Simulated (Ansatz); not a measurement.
## Eigenvalues along a path: W (simple hexagonal type)

```
CELL_PARAMETERS angstrom
2.05064 0.00000 0.00000
-1.02532 1.77591 0.00000
0.00000 0.00000 1.92285
ATOMIC_POSITIONS crystal
W 0.00000 0.00000 0.00000
```

The cell comes from a relaxation on PAW files under the same functional, begun from a prototype that needn't be the stable phase.

All numbers are PBE results (scalar-relativistic) from Ansatz 0.2.0, with a Γ-centred 18×18×16 k mesh, Fermi–Dirac smearing of 0.08 eV, no spin polarisation. Methods: LAPW: all electrons, basis error target 1 meV/atom.

This run: volume at 0.4 of the series' base cell.

Spin–orbit coupling is left out, which matters for the heavy atoms.

Path points, in fractions of the reciprocal vectors: Γ (0.000, 0.000, 0.000), M (0.500, 0.000, 0.000), K (0.333, 0.333, 0.000), A (0.000, 0.000, 0.500), L (0.500, 0.000, 0.500), H (0.333, 0.333, 0.500). Levels in eV from the Fermi level; bands 21 to 26, counted from the lowest band of the run. The gap is zero, the pressure 1370 GPa.

```
# k(1/Å) point b21 b22 b23 b24 b25 b26
0.000 Γ -13.31 -11.09 -4.77 -4.77 12.17 15.05
0.442 - -12.30 -9.47 -5.81 -2.74 11.36 14.43
0.885 - -11.93 -10.06 -0.78 2.69 5.91 13.10
1.327 - -14.22 -8.17 1.93 4.68 10.08 11.93
1.769 M -15.13 -7.09 0.47 5.73 11.48 15.51
2.024 - -13.74 -6.99 0.69 5.28 10.44 14.31
2.280 - -10.25 -6.70 1.33 3.67 8.13 12.98
2.535 - -6.82 -5.44 1.03 2.37 5.71 12.98
2.790 K -6.47 -1.87 -1.87 3.78 3.78 14.02
3.301 - -7.47 -6.54 -1.18 2.48 7.39 12.06
3.812 - -9.83 -8.32 -4.77 5.04 7.29 11.29
4.322 - -12.04 -8.61 -6.81 -1.61 10.57 14.12
4.833 Γ -13.31 -11.09 -4.77 -4.77 12.17 15.05
5.241 - -11.66 -8.19 -4.39 -4.39 11.87 11.87
5.650 - -9.77 -3.37 -3.37 -0.84 6.62 6.62
6.058 - -7.49 -2.20 -2.20 2.69 2.69 2.78
6.467 A -6.14 -1.65 -1.65 1.24 1.24 2.24
6.909 - -5.50 -4.79 -1.76 0.29 0.35 8.43
7.351 - -11.84 -7.54 -1.61 5.05 5.68 9.39
7.794 - -16.43 -9.99 -3.15 7.48 12.83 14.09
8.236 L -18.19 -10.89 -3.72 6.71 17.55 22.50
8.491 - -17.93 -9.56 -5.59 9.20 14.63 21.76
8.747 - -17.18 -8.92 -6.12 10.26 14.37 19.94
9.002 - -15.95 -11.99 -1.61 6.15 17.87 20.53
9.257 H -14.31 -14.31 2.55 2.55 16.77 26.70
9.768 - -15.80 -9.92 -2.66 3.49 20.91 21.17
10.279 - -12.82 -4.69 -4.62 -0.11 12.40 15.59
10.789 - -6.47 -3.53 -3.35 -0.28 1.78 9.63
11.300 A -6.14 -1.65 -1.65 1.24 1.24 2.24
```
